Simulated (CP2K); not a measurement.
Runs of CP2K 2026.2 on W. It takes space group Im-3m (No. 229, cubic). Conventional cell: a = 3.165 Å, b = 3.165 Å, c = 3.165 Å, α = 90.00°, β = 90.00°, γ = 90.00°. W (site symmetry m-3m) is surrounded by 8 W at 2.74 Å. 

| potentials or basis | basis sets | potentials | ADDED_MOS | gap on the mesh (eV) | pressure (GPa) |
| --- | --- | --- | --- | --- | --- |
| POTENTIAL_UZH W GTH-PBE-q14; ccGRB-D basis | W ccGRB-D-q14 | W GTH-PBE-q14 of POTENTIAL_UZH | [11] | none | 4.1 |
| POTENTIAL_UZH W GTH-PBE-q14; TZV2P-MOLOPT-PBE-GTH basis | W TZV2P-MOLOPT-PBE-GTH-q14 | W GTH-PBE-q14 of POTENTIAL_UZH | [11] | none | 3.7 |
| POTENTIAL_UZH W GTH-PBE-q14; DZVP-MOLOPT-PBE-GTH basis | W DZVP-MOLOPT-PBE-GTH-q14 | W GTH-PBE-q14 of POTENTIAL_UZH | [11] | none | (a) |
| GTH_POTENTIALS W GTH-PBE-q14; DZVP-MOLOPT-SR-GTH basis | W DZVP-MOLOPT-SR-GTH-q14 | W GTH-PBE-q14 of GTH_POTENTIALS | [11] | none | 3.6 |
| POTENTIAL_UZH W GTH-PBE-q14; TZVP-MOLOPT-PBE-GTH basis | W TZVP-MOLOPT-PBE-GTH-q14 | W GTH-PBE-q14 of POTENTIAL_UZH | [11] | none | 3.6 |
| GTH_POTENTIALS W GTH-PBE-q14; SZV-MOLOPT-SR-GTH basis | W SZV-MOLOPT-SR-GTH-q14 | W GTH-PBE-q14 of GTH_POTENTIALS | [3] | none | 1.1 |
| GTH_POTENTIALS W GTH-PBE-q14; TZVP-MOLOPT-SR-GTH basis | W TZVP-MOLOPT-SR-GTH-q14 | W GTH-PBE-q14 of GTH_POTENTIALS | [11] | none | 3.6 |

Alike in all rows: task atomic charges; level PBE; no spin polarisation; cell as given; k mesh 12 × 12 × 12; smearing fermi-dirac 0.05 eV.

Problem. Fill in the values left out.

Solution. (a) 4.0.

Caveats: the basis of atomic orbitals isn't converged, which shifts pressures, moduli and gaps; a minimal basis gives rough bond lengths, pressures and levels (some runs).

A k mesh can miss the band edges, and the runs leave out spin-orbit coupling on W.

A gap of «none» marks a metal or a gap under the smearing width.
